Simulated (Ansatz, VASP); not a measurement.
Si3Mo in VASP and in Ansatz

INCAR

```
PREC = Accurate
ENCUT = 520
EDIFF = 1E-6
ISMEAR = 0
SIGMA = 0.1
LREAL = False
LASPH = True
NELM = 100
ALGO = Normal
ISIF = 2
LWAVE = False
LCHARG = False
GGA = PE
NBANDS = 21
```

The input KPOINTS:

```
regular mesh
0
Gamma
  4 4 4
```

File POSCAR:

```
Si3Mo
1.0
   -2.6835855200      2.6835855200      2.6835855200
    2.6835855200     -2.6835855200      2.6835855200
    2.6835855200      2.6835855200     -2.6835855200
Si Mo
3 1
Direct
    0.0000000000      0.5000000000      0.5000000000
    0.5000000000      0.0000000000      0.5000000000
    0.5000000000      0.5000000000      0.0000000000
    0.0000000000      0.0000000000      0.0000000000
```

Input for Ansatz:

```yaml
crystal:
  lattice:
    - [-2.68358552, 2.68358552, 2.68358552]
    - [2.68358552, -2.68358552, 2.68358552]
    - [2.68358552, 2.68358552, -2.68358552]
  atoms:
    - { symbol: Si, position: [0.0, 0.5, 0.5] }
    - { symbol: Si, position: [0.5, 0.0, 0.5] }
    - { symbol: Si, position: [0.5, 0.5, 0.0] }
    - { symbol: Mo, position: [0.0, 0.0, 0.0] }
basis:
  ecutwfc: 420
kpoints:
  mp_grid: { grid: [4, 4, 4] }
hamiltonian:
  xc: pbe
scf:
  occupations: { method: gaussian, width: 0.1 }
  lower_state_search: "off"
output:
  forces: true
  stress: true
  eigenvalues: true
```

Alike in both runs: task single point; functional PBE; k mesh 4 × 4 × 4; occupations gaussian, width 0.1 eV; no spin polarisation.

```csv
,VASP,Ansatz
version,VASP 6.6.1,Ansatz 0.2.0
potentials or method,"VASP PAW PBE potentials, release 64 (Si, Mo_sv)","scalar-relativistic, plane waves, PAW"
plane-wave cutoff (eV),520,420
valence electrons in the cell,26,26
```

```tsv
	VASP	Ansatz	Ansatz less VASP
gap on the k mesh at the Fermi level (eV)	none	none	-
pressure (GPa)	-12.7	-12.7	-0.02
```

A gap of «none» marks a metal or a gap that the smearing closes.

Caveats: the k mesh is coarse (spacing up to 0.41 Å⁻¹), so the values aren't converged.
